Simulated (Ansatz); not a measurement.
**Cold compression of SnSe (CsCl type)**

```
Sn Se
1.0
     3.68005    0.00000    0.00000
     0.00000    3.68005    0.00000
     0.00000    0.00000    3.68005
Sn Se
1 1
Direct
  0.00000 0.00000 0.00000
  0.50000 0.50000 0.50000
```

The cell comes from a relaxation on PAW files under the same functional, begun from a prototype that needn't be the stable phase.

Its volume is scaled at fixed shape and fractional positions.

All numbers are PBE results (scalar-relativistic) from Ansatz 0.2.0, with a Γ-centred 14×14×14 k mesh, Fermi–Dirac smearing of 0.1 eV, no spin polarisation. Methods: LAPW: all electrons, basis error target 1 meV/atom; PAW: frozen-core files, cutoff 420 eV; crystal datasets: all electrons, by PAW datasets that the program makes for each cell; norm-conserving: pseudopotentials, cutoff 1170 eV; PAW (cutoff 600 eV): frozen-core files, cutoff 600 eV.

Energies are extrapolated to zero smearing and count from the unscaled cell; pressure is positive in compression; gaps take the mesh and a band path. No temperature or zero-point motion is included.

Spin–orbit coupling is left out, which matters for the heavy atoms. The structure type is held throughout; the real material can change phase at far lower pressure.

```
V/V0  V (Å³/atom)  P LAPW (GPa)  ΔE LAPW (eV/atom)  P PAW − LAPW (GPa)  ΔE PAW − LAPW (meV/atom)
1.00        24.92         -0.01              0.000                0.01                       0.0
0.90        22.43          6.33              0.045                0.01                       0.2
0.80        19.94         17.73              0.221                0.02                       0.4
0.70        17.44             ?                  ?                   ?                         ?
0.60        14.95          80.2              1.530                0.08                       2.1
0.50        12.46         169.1              3.377                0.20                       3.9
0.40         9.97         379.5              7.392                0.59                      10.0
```

Question: Fit the Vinet equation to the LAPW pressures shown (residuals weighted by 1/(|P| + 0.03·Pmax)), and predict the pressure of the withheld row.

Answer: The fit gives V0 = 24.99 Å³/atom, B0 = 41.9 GPa and B0′ = 5.57. At 17.44 Å³/atom, x = (V/V0)^(1/3) = 0.8871, and P = 3·B0·(1 − x)/x²·exp[1.5·(B0′ − 1)·(1 − x)] = 39.1 GPa. The run itself gave 38.9 GPa (+0.5 % off) and ΔE = 0.644 eV/atom.

Question: From the table, what is the rise of the enthalpy H = E + pV up to the last row, and how stiff is the crystal between the last two rows?

Answer: ΔH = 7.392 eV + (379.5 GPa × 9.97 Å³ + 0.01 GPa × 24.92 Å³) × 0.006242 eV/(GPa·Å³) = 31.01 eV/atom, of which pV makes 76 %. The mean bulk modulus there is −ΔP/Δln V = 943 GPa.

Question: At the smallest volume, how far do crystal datasets and norm-conserving and PAW (cutoff 600 eV) lie from LAPW in pressure?

Answer: crystal datasets: +0.01 GPa; norm-conserving: +0.59 GPa; PAW (cutoff 600 eV): +0.32 GPa, on a LAPW pressure of 379.5 GPa.

Question: How do the Löwdin populations by LAPW change from the unscaled cell to the last row?

Answer: Sn 5s 1.88 → 1.38, Sn 5p 1.80 → 2.51, Se 4s 1.88 → 1.57 electrons an atom. These are projections on the shells that the free atoms fill; 0.07 e a cell lies outside them at the start and 0.25 e at the end.
